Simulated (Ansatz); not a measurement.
The cell is SnSe (zincblende); cell and atoms were relaxed with r2SCAN. It is cubic, F-43m (No. 216); a = 6.728 Å in the conventional setting, 38.07 Å³ an atom. Sn is surrounded by 4 Se at 2.91 Å; Se is surrounded by 4 Sn at 2.91 Å.

```cif
data_structure
_symmetry_space_group_name_H-M 'F-43m'
_symmetry_Int_Tables_number 216
_cell_length_a 6.7280
_cell_length_b 6.7280
_cell_length_c 6.7280
_cell_angle_alpha 90.000
_cell_angle_beta 90.000
_cell_angle_gamma 90.000
_cell_volume 304.55
loop_
_atom_site_label
_atom_site_type_symbol
_atom_site_symmetry_multiplicity
_atom_site_Wyckoff_symbol
_atom_site_fract_x
_atom_site_fract_y
_atom_site_fract_z
_atom_site_occupancy
Sn1 Sn 4 a 0.00000 0.00000 0.00000 1
Se1 Se 4 d 0.25000 0.25000 0.75000 1
```

The questions ask for values computed with Ansatz 0.2.0 on this geometry. The cell comes from a prototype generator: it can be a known phase or a hypothetical one. Spin polarisation is off.

Given (6×6×6 mesh): With PBE the bands overlap by 0.02 eV (counted from 1, band 15 peaks at W and band 16 bottoms out at X): no gap.

(1) What does r2SCAN give for the gap (6×6×6 mesh)?

(2) What does HSE06 give for the gap (4×4×4 mesh)?

(3) Roughly how does the cost of the LDA run (6×6×6) compare with r2SCAN's (6×6×6)?

Results:

(1) With r2SCAN the valence top lies at W and the conduction bottom at X, 0.05 eV higher; the smallest vertical gap, at X, is 0.74 eV. (This is within a few times the smearing of 0.02 eV, so the filling near the edges can be smeared.)

(2) HSE06 gives an indirect gap of 0.30 eV, from W to X; the least direct gap is 1.04 eV at X.

(3) About 0.4 times as much (5 core-seconds against 11 core-seconds, on 2 threads of Arm Neoverse V1 (shared host)).

No spin-orbit coupling is included; it can move band edges with weight on the heavy atoms by tenths of an eV.

Where bands overlap the cell is a metal at that level, and these k meshes limit energies, forces and stress. Overlaps of a few tenths of an eV in semilocal functionals can be an artefact that a hybrid or GW lifts.

The meshes of the hybrids are coarse, so their gaps aren't converged to the digits shown.
